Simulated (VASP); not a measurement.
# Sr (P6_3/mmc) in VASP: a series of runs

The runs below take Sr through single point, with PBE.

All numbers are computed with VASP 6.6.1; they aren't measurements. Logs are shortened: lines on timing, memory, paths and dates and some standing lists are left out, and cuts for length are marked.

**1. The structure**

Symmetry: P6_3/mmc, No. 194, hexagonal system. Conventional cell: a = 4.310 Å, b = 4.310 Å, c = 7.050 Å, α = 90.00°, β = 90.00°, γ = 120.00°. Sr (site symmetry -6m2) has 12 Sr at 4.31 Å as nearest neighbours.

This isn't the form of Sr at room conditions, which is fcc.

**2. Single point, PBE**

INCAR reads:

```
SYSTEM = Sr
  ADDGRID = .False.
  ALGO = Normal
  EDIFF = 1E-6
  ENCUT = 400
  GGA = PE
  ISIF = 2
  ISMEAR = 0
  LASPH = .False.
  LCHARG = .False.
  LREAL = .False.
  LWAVE = .False.
  NBANDS = 17
  NELM = 100
  PREC = Accurate
  SIGMA = 0.15
```

KPOINTS reads:

```
k-points
0
Gamma
  4 4 2
  0 0 0
```

POSCAR reads:

```
Sr
1.0
    4.3100000000      0.0000000000      0.0000000000
   -2.1550000000      3.7325694903      0.0000000000
    0.0000000000      0.0000000000      7.0500000000
Sr
2
Direct
    0.6666666667      0.3333333333      0.7500000000
    0.3333333333      0.6666666667      0.2500000000
```

Potentials or basis: VASP PAW PBE potentials, release 64 (Sr_sv).

Run with:

```console
> cat potpaw_PBE.64/Sr_sv/POTCAR > POTCAR
> mpirun -np 1 vasp_std > vasp.out
```

OUTCAR:

```text
SYSTEM = Sr
   EDIFF = 1E-6
   ENCUT = 400
   GGA = PE
   ISIF = 2
   ISMEAR = 0
   LASPH = .False.
   LREAL = .False.
   NELM = 100
   PREC = Accurate

 Found      8 irreducible k-points:

 Following reciprocal coordinates:
            Coordinates               Weight
  0.000000  0.000000  0.000000      1.000000
  0.250000  0.000000  0.000000      6.000000
  0.500000  0.000000  0.000000      3.000000
  0.250000  0.250000  0.000000      6.000000
  0.000000  0.000000  0.500000      1.000000
  0.250000  0.000000  0.500000      6.000000
   k-points           NKPTS =      8   k-points in BZ     NKDIM =      8   number of bands    NBANDS=     17
   number of dos      NEDOS =    301   number of ions     NIONS =      2
   total plane-waves  NPLWV =  37632
   dimension x,y,z NGX =    28 NGY =   28 NGZ =   48
   dimension x,y,z NGXF=    56 NGYF=   56 NGZF=   96
   ions per type =               2
   NGX,Y,Z   is equivalent  to a cutoff of  10.80, 10.80, 11.32 a.u.
   NGXF,Y,Z  is equivalent  to a cutoff of  21.60, 21.60, 22.64 a.u.
 SYSTEM =  Sr
   PREC   = accura    normal or accurate (medium, high low for compatibility)
   ISTART =      0    job   : 0-new  1-cont  2-samecut
   ICHARG =      2    charge: 1-file 2-atom 10-const
   ISPIN  =      1    spin polarized calculation?
   LNONCOLLINEAR =      F non collinear calculations
   LSORBIT =      F    spin-orbit coupling
   LASPH  =      F    aspherical Exc in radial PAW
   ENCUT  =  400.0 eV  29.40 Ry    5.42 a.u.   7.03  7.03 11.50*2*pi/ulx,y,z
   NELM   =    100;   NELMIN=  2; NELMDL= -5     # of ELM steps
   EDIFF  = 0.1E-05   stopping-criterion for ELM
   LREAL  =      F    real-space projection
   EDIFFG = 0.1E-04   stopping-criterion for IOM
   NSW    =      0    number of steps for IOM
   IBRION =     -1    ionic relax: 0-MD 1-quasi-New 2-CG
   NFREE  =      0    steps in history (QN), initial steepest desc. (CG)
   ISIF   =      2    stress and relaxation
   ISYM   =      2    0-nonsym 1-usesym 2-fastsym
   POTIM  = 0.5000    time-step for ionic-motion
   TEBEG  =    0.0;   TEEND  =   0.0 temperature during run
   PSTRESS=    0.0 pullay stress
   NELECT =      20.0000    total number of electrons
   NUPDOWN=      -1.0000    fix difference up-down
   EMIN   =  10.00;   EMAX   =-10.00  energy-range for DOS
   EFERMI =   0.00;   METHOD = LEGACY
   ISMEAR =     0;   SIGMA  =   0.15  broadening in eV -4-tet -1-fermi 0-gaus
   EFERMI_NEDOS =   21; number of points for ismear=-14 and -15
   IALGO  =     38    algorithm
   IMIX   =      4    mixing-type and parameters
     AMIX     =   0.40;   BMIX     =  1.00
     AMIX_MAG =   1.60;   BMIX_MAG =  1.00
  volume/ion in A,a.u.               =      56.71       382.68
  Fermi-wavevector in a.u.,A,eV,Ry     =   0.918037  1.734838 11.466874  0.842791
  Thomas-Fermi vector in A             =   2.043073
   LORBIT       =      0    0 simple, 1 ext, 2 COOP (PROOUT), +10 PAW based schemes
   GGA     = PE    functional components
   LHFCALC =     F    Hartree Fock is set to
   AEXX    =    0.0000 exact exchange contribution
   IVDW    =     0    specifies the selected vdW correction
   LEPSILON=     F    determine dielectric tensor
   LRPA    =     F    only Hartree local field effects (RPA)
 non-spin polarized calculation
 Gauss-broadening in eV      SIGMA  =   0.15
  energy-cutoff  :      400.00
  volume of cell :      113.42
 maximum number of plane-waves:      2071
   NGX = 15   NGY = 15   NGZ = 23

 number of electron      20.0000001 magnetization

 Free energy of the ion-electron system (eV)
  ---------------------------------------------------
  ext. energy  EPLUGINS =         0.00000000
  ---------------------------------------------------
  free energy    TOTEN  =        -3.29179301 eV

  energy without entropy =       -3.25346173  energy(sigma->0) =       -3.27262737

 E-fermi :   1.5129     XC(G=0):  -7.2585

 val. band max:        1.5011046895   @ k =   0.0000   0.0000   0.0000
 cond. band min:       1.5784811836   @ k =   0.5000   0.0000   0.0000
 fundamental gap:      0.0773764942
 Fermi energy:         1.5128603628

 k-point     1 :       0.0000    0.0000    0.0000
  band No.  band energies     occupation
      1     -35.1900      2.00000
      2     -35.1781      2.00000
      3     -17.2474      2.00000
      4     -17.1089      2.00000
      5     -17.1089      2.00000
      6     -17.0849      2.00000
      7     -17.0849      2.00000
      8     -17.0731      2.00000
      9      -2.1227      2.00000
     10       0.3626      2.00000
     11       1.5011      1.08825
     12       3.7522      0.00000
     13       3.7529      0.00000
     14       3.7529      0.00000
     15       4.1467      0.00000
     16       4.1467      0.00000
     17       4.6559      0.00000

 k-point     2 :       0.2500    0.0000    0.0000
  band No.  band energies     occupation
      1     -35.1845      2.00000
      2     -35.1756      2.00000
      3     -17.2160      2.00000
      4     -17.1761      2.00000
      5     -17.1528      2.00000
      6     -17.1294      2.00000
      7     -17.0967      2.00000
      8     -17.0866      2.00000
      9      -1.2963      2.00000
     10       1.1637      1.99901
     11       1.4823      1.22687
     12       2.4757      0.00000
     13       3.2316      0.00000
     14       3.5978      0.00000
     15       4.0483      0.00000
     16       4.5196      0.00000
     17       4.5302      0.00000

 k-point     3 :       0.5000    0.0000    0.0000
  band No.  band energies     occupation
      1     -35.1780      2.00000
      2     -35.1741      2.00000
      3     -17.2440      2.00000
      4     -17.2172      2.00000
      5     -17.1705      2.00000
      6     -17.1489      2.00000
      7     -17.1140      2.00000
      8     -17.1094      2.00000
      9       0.3743      2.00000
     10       0.9305      2.00000
     11       1.5785      0.53613
     12       1.7419      0.03083
     13       2.7665      0.00000
     14       3.3195      0.00000
     15       3.6560      0.00000
     16       5.6859      0.00000
     17       6.2622      0.00000

 k-point     4 :       0.2500    0.2500    0.0000
  band No.  band energies     occupation
      1     -35.1780      2.00000
      2     -35.1741      2.00000
      3     -17.2148      2.00000
      4     -17.2037      2.00000
      5     -17.1710      2.00000
      6     -17.1631      2.00000
      7     -17.1389      2.00000
      8     -17.1135      2.00000
      9       0.1111      2.00000
     10       1.6744      0.12780
     11       1.7071      0.06706
     12       1.7333      0.03770
     13       3.0050      0.00000
     14       3.0898      0.00000
     15       3.1370      0.00000
     16       4.9521      0.00000
     17       5.1294      0.00000

 k-point     5 :       0.0000    0.0000    0.5000
  band No.  band energies     occupation
      1     -35.1841      2.00000
      2     -35.1841      2.00000
      3     -17.1615      2.00000
      4     -17.1615      2.00000
      5     -17.0969      2.00000
      6     -17.0969      2.00000
      7     -17.0969      2.00000
      8     -17.0969      2.00000
      9      -1.2074      2.00000
     10      -1.2074      2.00000
     11       2.7433      0.00000
     12       2.7433      0.00000
     13       3.7497      0.00000
     14       3.7497      0.00000
     15       3.7497      0.00000
     16       3.7497      0.00000
     17       5.5771      0.00000

 k-point     6 :       0.2500    0.0000    0.5000
  band No.  band energies     occupation
      1     -35.1801      2.00000
      2     -35.1801      2.00000
      3     -17.1928      2.00000
      4     -17.1928      2.00000
      5     -17.1233      2.00000
      6     -17.1233      2.00000
      7     -17.1131      2.00000
      8     -17.1131      2.00000
      9      -0.4683      2.00000
     10      -0.4683      2.00000
     11       2.5029      0.00000
     12       2.5029      0.00000
     13       3.0569      0.00000
     14       3.0569      0.00000
     15       4.2268      0.00000
     16       4.2268      0.00000
     17       5.4755      0.00000

 [... further k-points ...]

------------------------ aborting loop because EDIFF is reached ----------------------------------------

  FORCE on cell =-STRESS in cart. coord.  units (eV):
  Direction    XX          YY          ZZ          XY          YZ          ZX
  --------------------------------------------------------------------------------------
  -------------------------------------------------------------------------------------
  Total       -0.4297519     -0.4297519      0.3191261      0.0000000      0.0000000      0.0000000
  in kB       -6.0709148     -6.0709148      4.5081534      0.0000000      0.0000000      0.0000000
  external PRESSURE =      -2.5445587 kB  Pullay stress =       0.0000000 kB

 VOLUME and BASIS-vectors are now :
 -----------------------------------------------------------------------------
  energy-cutoff  :      400.00
  volume of cell :      113.42
      direct lattice vectors                 reciprocal lattice vectors
     4.310000000  0.000000000  0.000000000     0.232018561  0.133955979  0.000000000
    -2.155000000  3.732569490  0.000000000     0.000000000  0.267911958  0.000000000
     0.000000000  0.000000000  7.050000000     0.000000000  0.000000000  0.141843972

 POSITION                                       TOTAL-FORCE (eV/Angst)
 -----------------------------------------------------------------------------------
      2.15500      1.24419      5.28750        -0.000000      0.000000      0.000000
     -0.00000      2.48838      1.76250         0.000000      0.000000      0.000000
 -----------------------------------------------------------------------------------
    total drift:                                0.000000     -0.000000      0.000000

  FREE ENERGIE OF THE ION-ELECTRON SYSTEM (eV)
  ---------------------------------------------------
  free  energy   TOTEN  =        -3.2917930061 eV

  energy  without entropy=       -3.2534617287  energy(sigma->0) =       -3.27262737
```

It took 3.9 s on 1 thread of Intel Xeon 6975P-C (Granite Rapids), shared host; peak memory 0.17 GiB.

The run converged, but some of its settings lie outside the range that counts as converged, so its numbers aren't taken as properties of the crystal.

Results:

| Quantity | Value |
| --- | --- |
| Free energy | -3.2918 eV |
| Pressure | -0.3 GPa |
| Band gap on the k mesh | none (metal or under the smearing width) |

Caveat: the k mesh is coarse (spacing up to 0.45 Å⁻¹), so the values aren't converged.

**3. Single point, PBE**

INCAR is that of step 2.

KPOINTS is that of step 2.

POSCAR reads:

```
Sr
1.0
    4.3100000000      0.0000000000      0.0000000000
   -2.1550000000      3.7325694903      0.0000000000
    0.0000000000      0.0000000000      7.0500000000
Sr
2
Direct
    0.6432960000      0.3178180000      0.7464440000
    0.3199860000      0.6535770000      0.2508690000
```

Potentials or basis: VASP PAW PBE potentials, release 64 (Sr_sv).

Run with:

```console
> cat potpaw_PBE.64/Sr_sv/POTCAR > POTCAR
> mpirun -np 1 vasp_std > vasp.out
```

Wall time 8.3 s (1 thread of Intel Xeon 6975P-C (Granite Rapids), shared host); peak memory 0.18 GiB.

These settings aren't checked as converged: the numbers below hold their error.

Results:

```
Free energy            : -3.2909 eV
Pressure               : -0.3 GPa
Largest force          : 0.045 eV/Å
Band gap on the k mesh : none (metal or under the smearing width)
```

Caveat: the k mesh is coarse (spacing up to 0.45 Å⁻¹), so the values aren't converged.

**4. Single point, PBE**

INCAR reads:

```
SYSTEM = Sr
  ADDGRID = .False.
  ALGO = Normal
  EDIFF = 1E-4
  ENCUT = 400
  GGA = PE
  ISIF = 2
  ISMEAR = 0
  LASPH = .True.
  LCHARG = .False.
  LREAL = Auto
  LWAVE = .False.
  NBANDS = 17
  NELM = 100
  PREC = Normal
  SIGMA = 0.15
```

KPOINTS is that of step 3.

POSCAR reads:

```
Sr
1.0
    4.3100000000      0.0000000000      0.0000000000
   -2.1550000000      3.7325694903      0.0000000000
    0.0000000000      0.0000000000      7.0500000000
Sr
2
Direct
    0.6666666667      0.3333333333      0.7500000000
    0.3333333333      0.6666666667      0.2500000000
```

Run with:

```console
> cat potpaw_PBE.64/Sr_sv/POTCAR > POTCAR
> mpirun -np 1 vasp_std > vasp.out
```

Run time: 3.3 s. Hardware: 1 thread of Intel Xeon 6975P-C (Granite Rapids), shared host; peak memory 0.15 GiB.

The run converged, but some of its settings lie outside the range that counts as converged, so its numbers aren't taken as properties of the crystal.

What came out:

| Item | Value |
| --- | --- |
| Free energy | -3.2920 eV |
| Pressure | -0.2 GPa |
| Band gap on the k mesh | none (metal or under the smearing width) |

Caveat: the k mesh is coarse (spacing up to 0.45 Å⁻¹), so the values aren't converged.

**5. The reference run**

An earlier run on the cell as given: functional PBE; potentials or basis VASP PAW PBE potentials, release 64 (Sr_sv); cutoff 520 eV; k mesh 7 × 7 × 4; occupations fermi-dirac, width 0.05 eV; no spin polarisation.

- Pressure: -0.3 GPa
- Band gap on the k mesh: none (metal or under the smearing width)
